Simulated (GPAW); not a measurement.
The system is Sn.

```
Sn
1.0
    -2.02919    2.02919    1.66076
     2.02919   -2.02919    1.66076
     2.02919    2.02919   -1.66076
Sn
1
Direct
  0.00000 0.00000 0.00000
```

This isn't the form of Sn at room conditions, which is tetragonal (white tin).

Base run:

```yaml
Program: GPAW 26.7.0
Functional: PBEsol
Potentials_or_basis: PAW data sets generated in the run's folder for this functional
Cutoff: 600 eV
Basis: pw
k_mesh: 10 × 10 × 10
Occupations: fermi-dirac, width 0.05 eV
Spin: no spin polarisation
```

Its results: band gap on the k mesh none (metal or under the smearing width); pressure -2.2 GPa.

Question: The run is repeated on the same cell with these changes: functional from PBEsol to BLYP; occupations from fermi-dirac, width 0.05 eV to methfessel-paxton, width 0.1 eV. What comes out?

Answer: Band gap on the k mesh none (metal or under the smearing width); pressure 5.3 GPa.

Caveats: this smearing can pin the Fermi level at a band edge (some runs).

Not every run made on this cell is shown here.
